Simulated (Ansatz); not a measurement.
input.yaml (Ansatz)

```yaml
crystal:
  lattice:
    - [4.2770414747, 0.0, 0.0]
    - [-2.1385207373, 3.7040265702, 0.0]
    - [0.0, 0.0, 14.0009104477]
  atoms:
    - { symbol: Sr, position: [1.0, 1.0, 1.0] }
    - { symbol: Sr, position: [0.0, 0.0, 0.5] }
    - { symbol: Sr, position: [0.3333333333, 0.6666666667, 0.25] }
    - { symbol: Sr, position: [0.6666666667, 0.3333333333, 0.75] }
hamiltonian:
  xc: revpbe
  pseudopotentials:
    kind: paw
    azcp:
      Sr: "pseudopotentials/Sr.paw.azcp"
basis:
  ecutwfc: 420
  fft_grid_basis: typed
kpoints:
  mp_grid: { grid: [10, 10, 3], shift: [0, 0, 0] }
magnetization:
  spin_polarized: false
scf:
  occupations: { method: fermi_dirac, width: 0.1 }
  lower_state_search: "off"
output:
  stress: true
```

Terminal output

```
Engine: ansatz 0.2.0, aarch64-unknown-linux-gnu
Pseudopotentials: kind: paw
Pseudopotential: Sr, paw, valence charge 10, recommended cutoff 420 eV (normal) 
Functional definition: revPBE
  parameter kappa = 1.245
  parameter beta = 0.06672455060314922
  exchange = pbe_x(kappa = kappa, mu = beta*pi^2/3)
  correlation = pbe_c(beta = beta)
Crystal: 4 atoms, lattice volume = 221.806 Å³
Basis set: ecut = 420 eV, 4349 PW (Γ)
Bands: 24, of which v1, the nominal top of the filled ones, is band 20 counted from 1 (19 counted from 0)
Symmetry: 24 space group operations
Space group: P63/mmc (ITA 194), of the structure as read, at distance tolerance 6.1e-5 Å
k-points: 28 of 300
Non-local potential: Sr, projectors of the file, l = 0: 3, l = 1: 2, l = 2: 2
PAW form: soft (Blöchl's): semilocal exchange-correlation on the pseudo side does not see the compensation charge
PAW frozen core: Sr, regenerated for the run's functional, and the local potential with it (the file was generated under x = pbe(κ = 0.804, μ = 0.2195149727645171), c = pbe(β = 0.06672455060314922))
PAW one-centre angular grid: Sr, 110 points (default); XC on 64 Gauss nodes
Initial density: superposition of atomic densities (neutral atoms: chi_scale 0, normalization atom), corrected by the library's trained network
Initial wavefunctions: pseudopotential atomic-orbital guess
Functional: x = revpbe(κ = 1.245, μ = 0.2195149727645171), c = pbe(β = 0.06672455060314922)
SCF iter   1: F=—  HF=-14196.358453 eV  |F-HF|=—  |Δ(HF+E_count)|=         —  Δρ=1.60e-3  dr2=9.53e-3  ethr=1.77e-3  ⟨swp⟩=10.2  Hψ=8133  notcnv=0
automatic band count: the SCF goes on with 28 bands, as 24 were too few: the levels above may hold too much charge
SCF iter   2: F=—  HF=-14196.361643 eV  |F-HF|=—  |Δ(HF+E_count)|=   3.19e-3  Δρ=1.18e-3  dr2=5.38e-3  ethr=2.38e-5  ⟨swp⟩=2.8  Hψ=1477  notcnv=0
SCF iter   3: F=—  HF=-14196.362203 eV  |F-HF|=—  |Δ(HF+E_count)|=   5.61e-4  Δρ=3.47e-4  dr2=5.65e-4  ethr=1.34e-5  ⟨swp⟩=1.1  Hψ=786  notcnv=0
SCF iter   4: F=—  HF=-14196.362094 eV  |F-HF|=—  |Δ(HF+E_count)|=   1.09e-4  Δρ=2.42e-4  dr2=5.87e-5  ethr=1.41e-6  ⟨swp⟩=1.1  Hψ=786  notcnv=0
SCF iter   5: F=—  HF=-14196.361860 eV  |F-HF|=—  |Δ(HF+E_count)|=   2.33e-4  Δρ=2.21e-5  dr2=1.20e-6  ethr=1.47e-7  ⟨swp⟩=2.4  Hψ=1140  notcnv=0
SCF iter   6: F=—  HF=-14196.361860 eV  |F-HF|=—  |Δ(HF+E_count)|=   9.23e-8  Δρ=1.72e-5  dr2=3.29e-7  ethr=3.00e-9  ⟨swp⟩=2.6  Hψ=1438  notcnv=0
SCF iter   7: F=-14196.361860 eV  HF=-14196.361860 eV  |F-HF|=7.10e-9  |Δ(HF+E_count)|=   7.65e-8  Δρ=4.17e-6  dr2=3.02e-8  ethr=2.50e-10  ⟨swp⟩=5.0  Hψ=2789  notcnv=0
SCF 1 converged in 7 iterations: F = -14196.361860 eV  dr2 = 3.02e-8
SCF converged after 7 iterations
Free energy (F): -14196.361860 eV
Harris-Foulkes:  -14196.361860 eV  (|F-HF|=7.10e-9)
Internal energy: -14196.181154 eV  (E = F + TS)
E sigma→0 (E₀):  -14196.271507 eV
Entropy (-TS):   -0.180706 eV (-45.176 meV/atom)
Fermi energy:    5.075855 eV
--- Per-component energies (eV) ---
  E_band       = -545.671442
  E_kinetic    = 966.530923
  E_local      = -3090.498519  (includes V_loc(G=0)·N_el)
  E_nonlocal   = 808.270091
  E_hartree    = 784.082215
  E_xc         = -686.807457
  E_vxc        = -637.442622  (∫ρ·V_xc dr)
  E_paw        = -10796.303025  (= ΣΔE_a)
  E_vpaw       = -160.699959  (= ΣTr[D̂ρ^β])
  E_aug_tail   = -0.000004  (compensation charges beyond the density's cutoff)
  E_ewald      = -2181.263434
  E_core_change = -0.191944  (= ΣΔE_core)
  E_smearing   = -0.180706  (= −TS)
  E_closure    = 0.000000  (closes the sum)
  Σ components = -14196.361860   (vs F -14196.361860, Δ=0.00e0)
--- Stress (GPa, compression-positive) ---
        0.469882      -0.000000       0.000000
       -0.000000       0.469882       0.000000
        0.000000       0.000000       0.519686
  P = ⅓ Tr σ = 0.4865 GPa (4.865 kbar)
```
